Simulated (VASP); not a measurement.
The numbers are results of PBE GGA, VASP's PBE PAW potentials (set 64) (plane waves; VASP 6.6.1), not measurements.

A VASP calculation is set up with these files.

KPOINTS:
```
Automatic mesh
0
Gamma
7 7 7
0 0 0
```

### POSCAR
```
NaBr
1.0
  0.0000000000   3.0142552964   3.0142552964
  3.0142552964   0.0000000000   3.0142552964
  3.0142552964   3.0142552964   0.0000000000
Na Br
1 1
Direct
  0.0000000000   0.0000000000   0.0000000000
  0.5000000000   0.5000000000   0.5000000000
```

**INCAR**
```
NELM=100   ! most electronic steps
LMAXMIX=4   ! l cut-off of mixed one-centre charges
ISIF=3   ! ions, shape and volume
ISMEAR=0
EDIFFG=-0.01   ! ionic stop
PREC=Accurate
EDIFF=1E-6
LWAVE=.FALSE.
IBRION=2
LREAL=.FALSE.
ENCUT=480
LASPH=.TRUE.   ! aspherical one-centre terms
SYSTEM=NaBr
ALGO=Normal   ! blocked Davidson
SIGMA=0.05   ! width (eV)
LCHARG=.FALSE.
GGA=PE   ! PBE
NSW=60
```

POTCAR, in this order: Na_pv Br (PBE.64 set). Program: vasp_std.

Output of the run:

OUTCAR:
```
 ion  position               nearest neighbor table
   1  0.000  0.000  0.000-
   2  0.500  0.500  0.500-
  LATTYP: Found a face centered cubic cell.
 ALAT       =     6.0285105928
 Subroutine PRICEL returns:
 Original cell was already a primitive cell.
 Subroutine GETGRP returns: Found 48 space group operations
The static configuration has the point symmetry O_h .
The dynamic configuration has the point symmetry O_h .
 Subroutine INISYM returns: Found 48 space group operations
 Subroutine IBZKPT returns following result:
 Found     20 irreducible k-points:

 Following reciprocal coordinates:
            Coordinates               Weight
  0.000000  0.000000  0.000000      1.000000
  0.142857  0.000000  0.000000      8.000000
  0.285714  0.000000  0.000000      8.000000
  0.428571  0.000000  0.000000      8.000000
  0.142857  0.142857  0.000000      6.000000
  0.285714  0.142857  0.000000     24.000000
  0.428571  0.142857  0.000000     24.000000
 -0.428571  0.142857  0.000000     24.000000
 -0.285714  0.142857  0.000000     24.000000
 -0.142857  0.142857  0.000000     12.000000
  0.285714  0.285714  0.000000      6.000000
  0.428571  0.285714  0.000000     24.000000
 -0.428571  0.285714  0.000000     24.000000
 -0.285714  0.285714  0.000000     12.000000
  0.428571  0.428571  0.000000      6.000000
 -0.428571  0.428571  0.000000     12.000000
  0.428571  0.285714  0.142857     24.000000
 -0.428571  0.285714  0.142857     48.000000
 -0.428571  0.428571  0.142857     24.000000
 -0.285714  0.428571  0.142857     24.000000
   k-points           NKPTS =     20   k-points in BZ     NKDIM =     20   number of bands    NBANDS=     11
   number of dos      NEDOS =    301   number of ions     NIONS =      2
   total plane-waves  NPLWV =  27000
   dimension x,y,z NGX =    30 NGY =   30 NGZ =   30
   dimension x,y,z NGXF=    60 NGYF=   60 NGZF=   60
   ions per type =               1   1
   PREC   = accura    normal or accurate (medium, high low for compatibility)
   ISTART =      0    job   : 0-new  1-cont  2-samecut
   ICHARG =      2    charge: 1-file 2-atom 10-const
   ISPIN  =      1    spin polarized calculation?
   LNONCOLLINEAR =      F non collinear calculations
   LSORBIT =      F    spin-orbit coupling
   INIWAV =      1    electr: 0-lowe 1-rand  2-diag
   ENCUT  =  480.0 eV  35.28 Ry    5.94 a.u.   7.62  7.62  7.62*2*pi/ulx,y,z
   NELM   =    100;   NELMIN=  2; NELMDL= -5     # of ELM steps
   EDIFF  = 0.1E-05   stopping-criterion for ELM
   LREAL  =      F    real-space projection
   NLSPLINE    = F    spline interpolate recip. space projectors
   LMAXMIX     =    4 max onsite mixed and CHGCAR
   VOSKOWN=      0    Vosko Wilk Nusair interpolation
   EDIFFG = -.1E-01   stopping-criterion for IOM
   NSW    =     60    number of steps for IOM
   NBLOCK =      1;   KBLOCK =     60    inner block; outer block
   IBRION =      2    ionic relax: 0-MD 1-quasi-New 2-CG
   NFREE  =      1    steps in history (QN), initial steepest desc. (CG)
   ISIF   =      3    stress and relaxation
   ISYM   =      2    0-nonsym 1-usesym 2-fastsym
   TEIN   =    0.0    initial temperature
   TEBEG  =    0.0;   TEEND  =   0.0 temperature during run
   SMASS  =  -3.00    Nose mass-parameter (am)
   PSTRESS=    0.0 pullay stress
   NELECT =      14.0000    total number of electrons
   EFERMI =   0.00;   METHOD = LEGACY
   ISMEAR =     0;   SIGMA  =   0.05  broadening in eV -4-tet -1-fermi 0-gaus
   IALGO  =     38    algorithm
   LDIAG  =      T    sub-space diagonalisation (order eigenvalues)
   IMIX   =      4    mixing-type and parameters
     AMIX     =   0.40;   BMIX     =  1.00
     AMIX_MAG =   1.60;   BMIX_MAG =  1.00
...
```

OSZICAR:
```
       N       E                     dE             d eps       ncg     rms          rms(c)
DAV:   1     0.805616105534E+02    0.80562E+02   -0.67718E+03   448   0.113E+03
DAV:   2     0.163795860777E+01   -0.78924E+02   -0.72874E+02   479   0.239E+02
DAV:   3    -0.608705880192E+01   -0.77250E+01   -0.76818E+01   530   0.768E+01
DAV:   4    -0.624591748897E+01   -0.15886E+00   -0.15876E+00   473   0.123E+01
DAV:   5    -0.624827347666E+01   -0.23560E-02   -0.23558E-02   532   0.149E+00    0.166E+00
DAV:   6    -0.612773058552E+01    0.12054E+00   -0.19877E-01   494   0.288E+00    0.101E+00
DAV:   7    -0.611610618718E+01    0.11624E-01   -0.90201E-02   503   0.190E+00    0.563E-01
DAV:   8    -0.612010427291E+01   -0.39981E-02   -0.67845E-03   464   0.824E-01    0.113E-01
DAV:   9    -0.612007728907E+01    0.26984E-04   -0.11231E-04   533   0.110E-01    0.606E-02
DAV:  10    -0.612013904132E+01   -0.61752E-04   -0.11812E-04   461   0.103E-01    0.129E-02
DAV:  11    -0.612013885734E+01    0.18398E-06   -0.77375E-06   509   0.300E-02
   1 F= -.61201389E+01 E0= -.61201389E+01  d E =-.612014E+01
```

### OUTCAR
```
------------------------ aborting loop because EDIFF is reached ----------------------------------------
  FORCE on cell =-STRESS in cart. coord.  units (eV):
  Direction    XX          YY          ZZ          XY          YZ          ZX
  --------------------------------------------------------------------------------------
  Total        0.0179304      0.0179304      0.0179304      0.0000000      0.0000000      0.0000000
  in kB        0.5244829      0.5244829      0.5244829      0.0000000      0.0000000      0.0000000
  external PRESSURE =       0.5244829 kB  Pullay stress =       0.0000000 kB
  volume of cell :       54.77
      direct lattice vectors                 reciprocal lattice vectors
     0.000000000  3.014255296  3.014255296    -0.165878451  0.165878451  0.165878451
     3.014255296  0.000000000  3.014255296     0.165878451 -0.165878451  0.165878451
     3.014255296  3.014255296  0.000000000     0.165878451  0.165878451 -0.165878451
 POSITION                                       TOTAL-FORCE (eV/Angst)
 -----------------------------------------------------------------------------------
      0.00000      0.00000      0.00000        -0.000000     -0.000000     -0.000000
      3.01426      3.01426      3.01426         0.000000      0.000000      0.000000
 -----------------------------------------------------------------------------------
    total drift:                               -0.000000      0.000000      0.000000
  FREE ENERGIE OF THE ION-ELECTRON SYSTEM (eV)
  ---------------------------------------------------
  free  energy   TOTEN  =        -6.1201388573 eV

  energy  without entropy=       -6.1201388573  energy(sigma->0) =       -6.12013886

 reached required accuracy - stopping structural energy minimisation
```
(Selected blocks of OUTCAR.)

The compound is NaBr in the rock salt structure. It was relaxed first. The start is the result of an earlier pass.
